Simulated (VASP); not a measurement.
A run of VASP 6.6.1 is set up as follows.

File INCAR:

```
ALGO = Normal
EDIFF = 1E-7
EDIFFG = -0.005
ENCUT = 600
GGA = PE
IBRION = 2
ISIF = 3
ISMEAR = 0
KPAR = 2
LASPH = True
LCHARG = False
LREAL = False
LWAVE = False
NELM = 80
NSW = 90
PREC = Accurate
SIGMA = 0.03
```

File KPOINTS:

```
k-points
0
Gamma
  8 8 6
```

File POSCAR:

```
ZrO2                                    
1.0
    3.6220910611      0.0000000000      0.0000000000
    0.0000000000      3.6220910611      0.0000000000
   -0.0000000000      0.0000000000      5.2762218397
  Zr              O             
     2     4
Direct
     0.0000000000000000    0.0000000000000000    0.0000000000000000
     0.5000000000000000    0.5000000000000000    0.5000000000000000
     1.0000000000000000    0.5000000000000000    0.1936063159642200
     1.0000000000000000    0.5000000000000000    0.6936063159642200
     0.5000000000000000    0.0000000000000000    0.3063936840357801
     0.5000000000000000    0.0000000000000000    0.8063936840357800
```

Potentials or basis: VASP PAW PBE potentials, release 64 (Zr_sv, O).

Command:

```bash
$ cat potpaw_PBE.64/Zr_sv/POTCAR potpaw_PBE.64/O/POTCAR > POTCAR
$ mpirun -np 2 vasp_std > vasp.out
```

What does it give for the band gap on the k mesh?

4.03 eV, indirect (least direct gap 4.12 eV).

Predict the relaxed cell.

a = 3.621 Å, b = 3.621 Å, c = 5.278 Å, α = 90.00°, β = 90.00°, γ = 90.00°.

Final structure:
```cif
data_structure
_symmetry_space_group_name_H-M 'P 1'
_symmetry_Int_Tables_number 1
_cell_length_a 3.6214
_cell_length_b 3.6214
_cell_length_c 5.2777
_cell_angle_alpha 90.000
_cell_angle_beta 90.000
_cell_angle_gamma 90.000
_cell_volume 69.21
loop_
_atom_site_label
_atom_site_type_symbol
_atom_site_fract_x
_atom_site_fract_y
_atom_site_fract_z
_atom_site_occupancy
Zr1 Zr 0.00000 0.00000 0.00000 1
Zr2 Zr 0.50000 0.50000 0.50000 1
O1 O 0.00000 0.50000 0.19366 1
O2 O 0.00000 0.50000 0.69366 1
O3 O 0.50000 0.00000 0.30634 1
O4 O 0.50000 0.00000 0.80634 1
```

A k mesh can miss the band edges. Expect the measured gap to be larger: semilocal functionals such as PBE lack the derivative discontinuity.
